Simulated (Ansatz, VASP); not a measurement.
# Two plane-wave programs on Cr

The input INCAR:

```
  ALGO = Fast
  EDIFF = 1E-6
  ENCUT = 520
  GGA = PE
  ISIF = 2
  ISMEAR = 0
  LASPH = T
  LCHARG = F
  LREAL = F
  LWAVE = F
  NBANDS = 12
  NELM = 100
  PREC = Accurate
  SIGMA = 0.15
```

KPOINTS

```
k-points
0
Gamma
  24 24 24
```

File POSCAR:

```
Cr
1.0
   -1.3265940000      1.3265940000      1.5573060000
    1.3265940000     -1.3265940000      1.5573060000
    1.3265940000      1.3265940000     -1.5573060000
Cr
1
Direct
    0.0000000000      0.0000000000      0.0000000000
```

Input for Ansatz:

```yaml
crystal:
  lattice:
    - [-1.326594, 1.326594, 1.557306]
    - [1.326594, -1.326594, 1.557306]
    - [1.326594, 1.326594, -1.557306]
  atoms:
    - { symbol: Cr, position: [0.0, 0.0, 0.0] }
basis:
  ecutwfc: 420
kpoints:
  mp_grid: { grid: [24, 24, 24] }
hamiltonian:
  xc: pbe
scf:
  occupations: { method: gaussian, width: 0.15 }
output:
  forces: true
  stress: true
  eigenvalues: true
```

Change from the starting cell: strain -0.080 along x and y, +0.080 along z, atoms carried along.

Alike in both runs: task single point; functional PBE; k mesh 24 × 24 × 24; occupations gaussian, width 0.15 eV; no spin polarisation.

|  | VASP | Ansatz |
| --- | --- | --- |
| version | VASP 6.6.1 | Ansatz 0.2.0 |
| potentials or method | VASP PAW PBE potentials, release 64 (Cr_pv) | scalar-relativistic, plane waves, PAW |
| plane-wave cutoff (eV) | 520 | 420 |
| valence electrons in the cell | 12 | 14 |

```csv
,VASP,Ansatz,Ansatz less VASP
gap on the k mesh at the Fermi level (eV),none,none,-
pressure (GPa),18.7,19.0,+0.25
largest component of the traceless stress (GPa),28.14,28.31,+0.173
```

A gap of «none» marks a metal or a gap that the smearing closes. The two sets of potentials don't hold the same shells in valence.

Caveats: so large a pressure means that the cell lies far from this level's equilibrium, or that cutoff or potentials fall short (VASP); the run has no spin polarisation, though such a crystal can be magnetic. Spin polarisation is off, so any magnetic state and its effect on volume and gap are missing.
